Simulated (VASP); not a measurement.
# BN (Qingsongite) (F-43m) in VASP: settings compared

BN (Qingsongite) is run at these levels: LDA, RPBE, PBE; tasks: single point, relaxation of cell and atoms.

Everything below comes from runs of VASP 6.6.1. Logs are shortened: lines on timing, memory, paths and dates and some standing lists are left out, and cuts for length are marked.

**What was measured.**

A printed reference work, monograph reports, for a bulk crystal of BN at 300 K: band gap 6.4 eV (indirect).

How close the calculation comes is told below.

## (1) The cell of the first run

Symmetry: F-43m, No. 216, cubic system. The conventional cell has a = 3.581 Å, b = 3.581 Å, c = 3.581 Å, α = 90.00°, β = 90.00°, γ = 90.00°. Within 2.1 Å of B (site symmetry -43m) lie 4 N at 1.55 Å. Within 2.1 Å of N (site symmetry -43m) lie 4 B at 1.55 Å.

## (2) Single point, LDA

Input file INCAR:

```
SYSTEM = BN
PREC = Accurate
ENCUT = 520
EDIFF = 1E-6
ISMEAR = 0
SIGMA = 0.01
LREAL = .False.
LASPH = .True.
NELM = 80
ALGO = Normal
ISIF = 2
LWAVE = .False.
LCHARG = .True.
GGA = CA
LELF = .True.
LVHAR = .True.
NBANDS = 11
```

Input file KPOINTS:

```
regular mesh
0
Gamma
  8 8 8
  0 0 0
```

Input file POSCAR:

```
BN
1.0
    0.0000000000      1.7903545538      1.7903545538
    1.7903545538      0.0000000000      1.7903545538
    1.7903545538      1.7903545538      0.0000000000
B N
1 1
Direct
    0.0000000000      0.0000000000      0.0000000000
    0.2500000000      0.2500000000      0.2500000000
```

Potentials or basis: VASP PAW LDA potentials, release 64 (B, N).

Command:

```bash
cat potpaw_LDA.64/B/POTCAR potpaw_LDA.64/N/POTCAR > POTCAR
mpirun -np 1 vasp_std > vasp.out
```

OUTCAR:

```text
SYSTEM = BN
   PREC = Accurate
   ENCUT = 520
   EDIFF = 1E-6
   ISMEAR = 0
   LREAL = .False.
   LASPH = .True.
   NELM = 80
   ISIF = 2
   GGA = CA

 ion  position               nearest neighbor table
   1  0.000  0.000  0.000-   2 1.55   2 1.55   2 1.55   2 1.55
   2  0.250  0.250  0.250-   1 1.55   1 1.55   1 1.55   1 1.55

  LATTYP: Found a face centered cubic cell.
 ALAT       =     3.5807091076

  Lattice vectors:

 A1 = (   0.0000000000,   1.7903545538,   1.7903545538)
 A2 = (   1.7903545538,   0.0000000000,   1.7903545538)
 A3 = (   1.7903545538,   1.7903545538,   0.0000000000)

Analysis of symmetry for initial positions (statically):
=====================================================================
 Subroutine PRICEL returns:
 Original cell was already a primitive cell.

 Routine SETGRP: Setting up the symmetry group for a
 face centered cubic supercell.

 Subroutine GETGRP returns: Found 24 space group operations
 (whereof 24 operations were pure point group operations)
 out of a pool of 48 trial point group operations.

The static configuration has the point symmetry T_d .

Analysis of symmetry for dynamics (positions and initial velocities):
=====================================================================
 Subroutine PRICEL returns:
 Original cell was already a primitive cell.

 Routine SETGRP: Setting up the symmetry group for a
 face centered cubic supercell.

 Subroutine GETGRP returns: Found 24 space group operations
 (whereof 24 operations were pure point group operations)
 out of a pool of 48 trial point group operations.

The dynamic configuration has the point symmetry T_d .

 Subroutine INISYM returns: Found 24 space group operations
 (whereof 24 operations are pure point group operations),
 and found     1 'primitive' translations

----------------------------------------------------------------------------------------

                                     Primitive cell

  volume of cell :      11.4775

  direct lattice vectors                    reciprocal lattice vectors
     0.000000000  1.790354554  1.790354554    -0.279274292  0.279274292  0.279274292
     1.790354554  0.000000000  1.790354554     0.279274292 -0.279274292  0.279274292
     1.790354554  1.790354554  0.000000000     0.279274292  0.279274292 -0.279274292

  length of vectors
     2.531943691  2.531943691  2.531943691     0.483717263  0.483717263  0.483717263

  position of ions in fractional coordinates (direct lattice)
     0.000000000  0.000000000  0.000000000
     0.250000000  0.250000000  0.250000000

  ion indices of the primitive-cell ions
[... 79 lines left out ...]
   IBRION =     -1    ionic relax: 0-MD 1-quasi-New 2-CG
   NFREE  =      0    steps in history (QN), initial steepest desc. (CG)
   ISIF   =      2    stress and relaxation
   ISYM   =      2    0-nonsym 1-usesym 2-fastsym
   POTIM  = 0.5000    time-step for ionic-motion
   TEBEG  =    0.0;   TEEND  =   0.0 temperature during run
   PSTRESS=    0.0 pullay stress
   NELECT =       8.0000    total number of electrons
   NUPDOWN=      -1.0000    fix difference up-down
   EMIN   =  10.00;   EMAX   =-10.00  energy-range for DOS
   EFERMI =   0.00;   METHOD = LEGACY
   ISMEAR =     0;   SIGMA  =   0.01  broadening in eV -4-tet -1-fermi 0-gaus
   EFERMI_NEDOS =   21; number of points for ismear=-14 and -15
   IALGO  =     38    algorithm
   IMIX   =      4    mixing-type and parameters
     AMIX     =   0.40;   BMIX     =  1.00
     AMIX_MAG =   1.60;   BMIX_MAG =  1.00
  volume/ion in A,a.u.               =       5.74        38.73
  Fermi-wavevector in a.u.,A,eV,Ry     =   1.451518  2.742971 28.666179  2.106905
  Thomas-Fermi vector in A             =   2.569006
   LORBIT       =      0    0 simple, 1 ext, 2 COOP (PROOUT), +10 PAW based schemes
   GGA     = CA    functional components
   LHFCALC =     F    Hartree Fock is set to
   AEXX    =    0.0000 exact exchange contribution
   IVDW    =     0    specifies the selected vdW correction
   LEPSILON=     F    determine dielectric tensor
   LRPA    =     F    only Hartree local field effects (RPA)
 non-spin polarized calculation
 Gauss-broadening in eV      SIGMA  =   0.01
  energy-cutoff  :      520.00
  volume of cell :       11.48
 maximum number of plane-waves:       331
   NGX =  9   NGY =  9   NGZ =  9

 number of electron       7.9999999 magnetization

 Free energy of the ion-electron system (eV)
  ---------------------------------------------------
  ext. energy  EPLUGINS =         0.00000000
  ---------------------------------------------------
  free energy    TOTEN  =       -19.41354751 eV

  energy without entropy =      -19.41354751  energy(sigma->0) =      -19.41354751

 E-fermi :   7.8713     XC(G=0): -13.2428

 val. band max:        7.7510296985   @ k =   0.0000   0.0000   0.0000
 cond. band min:      12.1277543571   @ k =   0.5000   0.5000   0.0000
 fundamental gap:      4.3767246586
 Fermi energy:         7.8713412401

 k-point     1 :       0.0000    0.0000    0.0000
  band No.  band energies     occupation
      1     -12.6462      2.00000
      2       7.7510      2.00000
      3       7.7510      2.00000
      4       7.7510      2.00000
      5      16.5689      0.00000
      6      16.5689      0.00000
      7      16.5689      0.00000
      8      18.6586      0.00000
      9      32.7839      0.00000
     10      35.8926      0.00000
     11      35.8926      0.00000
[... 309 lines left out ...]
 k-point    24 :      -0.3750    0.2500    0.1250
  band No.  band energies     occupation
      1      -7.4917      2.00000
      2      -2.2090      2.00000
      3       2.8345      2.00000
      4       4.1756      2.00000
      5      17.2904      0.00000
      6      19.1393      0.00000
      7      22.4277      0.00000
      8      23.7356      0.00000
      9      27.2235      0.00000
     10      33.8361      0.00000
     11      35.4841      0.00000

 [... further k-points ...]
[... 5 lines left out ...]
  --------------------------------------------------------------------------------------
  -------------------------------------------------------------------------------------
  Total        0.0692054      0.0692054      0.0692054      0.0000000     -0.0000000      0.0000000
  in kB        9.6605895      9.6605895      9.6605895      0.0000000     -0.0000000      0.0000000
  external PRESSURE =       9.6605895 kB  Pullay stress =       0.0000000 kB

 VOLUME and BASIS-vectors are now :
 -----------------------------------------------------------------------------
  energy-cutoff  :      520.00
  volume of cell :       11.48
      direct lattice vectors                 reciprocal lattice vectors
     0.000000000  1.790354554  1.790354554    -0.279274292  0.279274292  0.279274292
     1.790354554  0.000000000  1.790354554     0.279274292 -0.279274292  0.279274292
     1.790354554  1.790354554  0.000000000     0.279274292  0.279274292 -0.279274292

 POSITION                                       TOTAL-FORCE (eV/Angst)
 -----------------------------------------------------------------------------------
      0.00000      0.00000      0.00000        -0.000000     -0.000000     -0.000000
      0.89518      0.89518      0.89518         0.000000      0.000000      0.000000
 -----------------------------------------------------------------------------------
    total drift:                               -0.000000     -0.000000     -0.000000

  FREE ENERGIE OF THE ION-ELECTRON SYSTEM (eV)
  ---------------------------------------------------
  free  energy   TOTEN  =       -19.4135475100 eV

  energy  without entropy=      -19.4135475100  energy(sigma->0) =      -19.41354751
```

stdout:

```text
POSCAR found type information on POSCAR B N
 POSCAR found :  2 types and       2 ions
 scaLAPACK will be used
 LDA part: xc-table for (Slater(with rela. corr.)+CA(PZ))
 , standard interpolation
 POSCAR, INCAR and KPOINTS ok, starting setup
 FFT: planning ... GRIDC
 FFT: planning ... GRID_SOFT
 FFT: planning ... GRID
 WAVECAR not read
 entering main loop
```

Wall time 6.7 s (1 thread of Intel Xeon 8259CL, shared host); peak memory 0.11 GiB.

What came out:

| Property | Result |
| --- | --- |
| Free energy | -19.4135 eV |
| Pressure | 1.0 GPa |
| Band gap on the k mesh | 4.38 eV, indirect (least direct gap 8.82 eV) |

Levels at points of the mesh, in eV from the valence-band top:
```tsv
k point	band 2	band 3	band 4	band 5	band 6	band 7
(0.00, 0.00, 0.00)	0.00	0.00	0.00	8.82	8.82	8.82
(0.50, 0.00, 0.00)	-10.98	-2.00	-2.00	10.59	10.72	10.72
(0.50, 0.50, 0.00)	-9.07	-5.07	-5.07	4.38	9.31	18.14
```

## (3) Relaxation of cell and atoms, RPBE

This run uses another cell than the first one, of 5.91 Å³/atom, 1.029 times its volume.

Input file INCAR:

```
SYSTEM = BN
ALGO     = Normal         ! electronic algorithm
EDIFF    = 1E-6           ! SCF threshold, eV
EDIFFG   = -0.05          ! ionic threshold
ENCUT    = 600            ! plane-wave cutoff, eV
GGA      = RP             ! functional
IBRION   = 2              ! ionic algorithm
ISIF     = 3              ! what is computed and relaxed
ISMEAR   = 0              ! smearing method
LASPH    = .True.         ! aspherical terms in the spheres
LCHARG   = .False.        ! write CHGCAR
LREAL    = .False.        ! projectors in reciprocal space
LWAVE    = .False.        ! write WAVECAR
NELM     = 60             ! most SCF steps
NSW      = 80             ! ionic steps
PREC     = Accurate       ! precision mode
SIGMA    = 0.01           ! smearing width, eV
```

Input file KPOINTS:

```
k-points
0
Gamma
  8 8 8
  0 0 0
```

Input file POSCAR:

```
BN
1.0
    0.0000000000      1.8075000000      1.8075000000
    1.8075000000      0.0000000000      1.8075000000
    1.8075000000      1.8075000000      0.0000000000
B N
1 1
Direct
    0.0000000000      0.0000000000      0.0000000000
    0.2500000000      0.2500000000      0.2500000000
```

Potentials or basis: VASP PAW PBE potentials, release 64 (B, N).

Command:

```bash
cat potpaw_PBE.64/B/POTCAR potpaw_PBE.64/N/POTCAR > POTCAR
mpirun -np 1 vasp_std > vasp.out
```

It took 14 s on 1 thread of Intel Xeon 8259CL, shared host; peak memory 0.12 GiB.

Results (log left out):

```
Free energy                            : -16.6292 eV
Relaxed volume                         : 6.05 Å³/atom
Relaxed cell                           : a = 2.577 Å, b = 2.577 Å, c = 2.577 Å, α = 60.00°, β = 60.00°, γ = 60.00°
Space group after relaxing (to 0.05 Å) : F-43m (No. 216)
Energy gained by relaxing              : 3.9 meV/atom
Ionic steps                            : 3
Pressure after relaxing                : 0.0 GPa
Band gap on the k mesh                 : 4.47 eV, indirect (least direct gap 8.76 eV)
```

Step by step:
```csv
step,energy change (eV),largest force (eV/Å),pressure (GPa),volume (Å³)
1,0.0000,0.0000,8.97,11.81
2,-0.0003,0.0000,-8.15,12.38
3,-0.0078,0.0000,0.00,12.10
```

Final structure:
```
CELL_PARAMETERS angstrom
0.00000 1.82195 1.82195
1.82195 0.00000 1.82195
1.82195 1.82195 0.00000
ATOMIC_POSITIONS crystal
B 0.00000 0.00000 0.00000
N 0.25000 0.25000 0.25000
```

Levels at points of the mesh, in eV from the valence-band top:
```csv
k point,band 1,band 2,band 3,band 4,band 5,band 6,band 7,band 8
"(0.00, 0.00, 0.00)",-20.03,0.00,0.00,0.00,8.76,8.76,8.76,9.96
"(0.50, 0.00, 0.00)",-15.94,-10.48,-1.89,-1.89,9.83,10.62,10.62,15.11
"(0.50, 0.50, 0.00)",-14.61,-8.79,-4.79,-4.79,4.47,9.12,17.67,17.67
```

Caveat: the PAW data sets were made with another functional, which shifts forces and pressure a little.

## (4) Relaxation of cell and atoms, PBE

This run uses another cell than the first one, of 5.91 Å³/atom, 1.029 times its volume.

Input file INCAR:

```
  PREC = Accurate
  ENCUT = 600
  EDIFF = 1E-6
  ISMEAR = 0
  SIGMA = 0.01
  LREAL = False
  LASPH = True
  NELM = 80
  ALGO = Normal
  ISIF = 3
  LWAVE = False
  LCHARG = False
  GGA = PE
  IBRION = 2
  NSW = 80
  EDIFFG = -0.05
```

Input file KPOINTS:

```
regular mesh
0
Gamma
  8 8 8
```

POSCAR is that of step 3.

Command:

```bash
cat potpaw_PBE.64/B/POTCAR potpaw_PBE.64/N/POTCAR > POTCAR
mpirun -np 1 vasp_std > vasp.out
```

Run time: 12 s. Hardware: 1 thread of Intel Xeon 8259CL, shared host; peak memory 0.12 GiB.

It converged, with:

```
Free energy                            : -17.4540 eV
Relaxed volume                         : 5.95 Å³/atom
Relaxed cell                           : a = 2.563 Å, b = 2.563 Å, c = 2.563 Å, α = 60.00°, β = 60.00°, γ = 60.00°
Space group after relaxing (to 0.05 Å) : F-43m (No. 216)
Energy gained by relaxing              : 0.4 meV/atom
Ionic steps                            : 3
Pressure after relaxing                : 0.0 GPa
Band gap on the k mesh                 : 4.45 eV, indirect (least direct gap 8.78 eV)
```

The path:
| step | energy change (eV) | largest force (eV/Å) | pressure (GPa) | volume (Å³) |
| --- | --- | --- | --- | --- |
| 1 | 0.0000 | 0.0000 | 3.02 | 11.81 |
| 2 | 0.0000 | 0.0000 | -2.99 | 12.00 |
| 3 | -0.0009 | 0.0000 | 0.01 | 11.90 |

Final structure:
```
B N
1.0
     0.00000    1.81229    1.81229
     1.81229    0.00000    1.81229
     1.81229    1.81229    0.00000
B N
1 1
Direct
  0.00000 0.00000 0.00000
  0.25000 0.25000 0.25000
```

Levels at points of the mesh, in eV from the valence-band top:
```csv
k point,band 1,band 2,band 3,band 4,band 5,band 6,band 7,band 8
"(0.00, 0.00, 0.00)",-20.14,0.00,0.00,0.00,8.78,8.78,8.78,10.22
"(0.50, 0.00, 0.00)",-15.96,-10.62,-1.93,-1.93,10.04,10.66,10.66,15.18
"(0.50, 0.50, 0.00)",-14.61,-8.86,-4.86,-4.86,4.45,9.19,17.80,17.80
```

A k mesh can miss the band edges. Expect the measured gap to be larger: semilocal functionals such as PBE lack the derivative discontinuity.

## (5) Relaxation of cell and atoms, LDA

This run uses another cell than the first one, of 5.91 Å³/atom, 1.029 times its volume.

Input file INCAR:

```
SYSTEM = BN
PREC = Accurate
ENCUT = 600
EDIFF = 1E-6
ISMEAR = 0
SIGMA = 0.01
LREAL = .False.
LASPH = .True.
NELM = 60
ALGO = Normal
ISIF = 3
LWAVE = .False.
LCHARG = .False.
IBRION = 2
NSW = 80
EDIFFG = -0.05
```

Input file KPOINTS:

```
Automatic mesh
0
Gamma
  8 8 8
  0 0 0
```

POSCAR is that of step 4.

Potentials or basis: VASP PAW LDA potentials, release 64 (B, N).

Command:

```bash
cat potpaw_LDA.64/B/POTCAR potpaw_LDA.64/N/POTCAR > POTCAR
mpirun -np 1 vasp_std > vasp.out
```

Run time: 10 s. Hardware: 1 thread of Intel Xeon 8259CL, shared host; peak memory 0.11 GiB.

The run converged. Its results:

- Free energy: -19.4170 eV
- Relaxed volume: 5.75 Å³/atom
- Relaxed cell: a = 2.533 Å, b = 2.533 Å, c = 2.533 Å, α = 60.00°, β = 60.00°, γ = 60.00°
- Space group after relaxing (to 0.05 Å): F-43m (No. 216)
- Energy gained by relaxing: 5.2 meV/atom
- Ionic steps: 3
- Pressure after relaxing: -0.1 GPa
- Band gap on the k mesh: 4.38 eV, indirect (least direct gap 8.81 eV)

Step by step:
| step | energy change (eV) | largest force (eV/Å) | pressure (GPa) | volume (Å³) |
| --- | --- | --- | --- | --- |
| 1 | 0.0000 | 0.0000 | -10.29 | 11.81 |
| 2 | 0.0014 | 0.0000 | 12.01 | 11.17 |
| 3 | -0.0104 | 0.0000 | -0.06 | 11.50 |

Final structure:
```
B N
1.0
     0.00000    1.79137    1.79137
     1.79137    0.00000    1.79137
     1.79137    1.79137    0.00000
B N
1 1
Direct
  0.00000 0.00000 0.00000
  0.25000 0.25000 0.25000
```

Levels at points of the mesh, in eV from the valence-band top:
```tsv
k point	band 2	band 3	band 4	band 5	band 6	band 7
(0.00, 0.00, 0.00)	0.00	0.00	0.00	8.81	8.81	8.81
(0.50, 0.00, 0.00)	-10.96	-2.00	-2.00	10.56	10.71	10.71
(0.50, 0.50, 0.00)	-9.06	-5.06	-5.06	4.38	9.30	18.11
```

## (6) The runs side by side

| task | level | potentials or basis | cell | cutoff (eV) | gap on the mesh (eV) | pressure (GPa) | relaxed volume (Å³/atom) |
| --- | --- | --- | --- | --- | --- | --- | --- |
| single point | LDA | VASP PAW LDA potentials, release 64 (B, N) | a = 2.532 Å, angles 60.0°, 2 atoms | 520 | 4.38 | 1.0 | - |
| relaxation of cell and atoms | RPBE | VASP PAW PBE potentials, release 64 (B, N) | relaxed from a = 2.556 Å, angles 60.0°, 2 atoms | 600 | 4.47 | 0.0 | 6.05 |
| relaxation of cell and atoms | PBE | VASP PAW PBE potentials, release 64 (B, N) | relaxed from a = 2.556 Å, angles 60.0°, 2 atoms | 600 | 4.45 | 0.0 | 5.95 |
| relaxation of cell and atoms | LDA | VASP PAW LDA potentials, release 64 (B, N) | relaxed from a = 2.556 Å, angles 60.0°, 2 atoms | 600 | 4.38 | -0.1 | 5.75 |

Alike in all rows: no spin polarisation; k mesh 8 × 8 × 8; smearing gaussian 0.01 eV.

Caveats: the PAW data sets were made with another functional, which shifts forces and pressure a little (some runs).

Total energies depend on the potentials used, so only differences within one code and one set of settings carry meaning.

## (7) How close it comes

Step 2. Against the measured gap of BN, 6.4 eV (indirect; 300 K; a printed reference work, monograph), the calculated 4.38 eV is off by -2.02 eV. The value is that of LDA on a finite k mesh, which can miss the band edges, without temperature or zero-point motion. Semilocal functionals fall short of measured gaps as a rule.
